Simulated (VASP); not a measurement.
Here is a VASP 6.6.1 calculation.

File INCAR:

```
PREC = Accurate ; ENCUT = 520
EDIFF = 1E-7 ; ISMEAR = -1
SIGMA = 0.05 ; LREAL = F
LASPH = T ; NELM = 80
ALGO = Normal ; ISIF = 2
LWAVE = F ; LCHARG = F
GGA = PE ; NBANDS = 22
```

The input KPOINTS:

```
regular mesh
0
Gamma
  8 8 5
```

File POSCAR:

```
Cd2S
1.0
    3.9626700490      0.0000000000      0.0000000000
   -1.9813350245      3.4317729293      0.0000000000
    0.0000000000      0.0000000000      5.8091920000
Cd S
2 1
Direct
    0.3259980000      0.6588130000      0.9341010000
    0.6845870000      0.3509070000      0.5721140000
    0.3188960000      0.6570270000      0.3586720000
```

Potentials or basis: VASP PAW PBE potentials, release 64 (Cd, S).

Command:

```bash
$ cat potpaw_PBE.64/Cd/POTCAR potpaw_PBE.64/S/POTCAR > POTCAR
$ mpirun -np 1 vasp_std > vasp.out
```

(1) Estimate the largest force.

(2) Predict the band gap on the k mesh.

(3) What does it give for the pressure?

## Answers

(1) 0.514 eV/Å.

(2) 0.14 eV, indirect (least direct gap 0.47 eV).

(3) 0.6 GPa.

Caveat: an odd mesh through Γ misses points on the zone boundary, where band edges often lie.
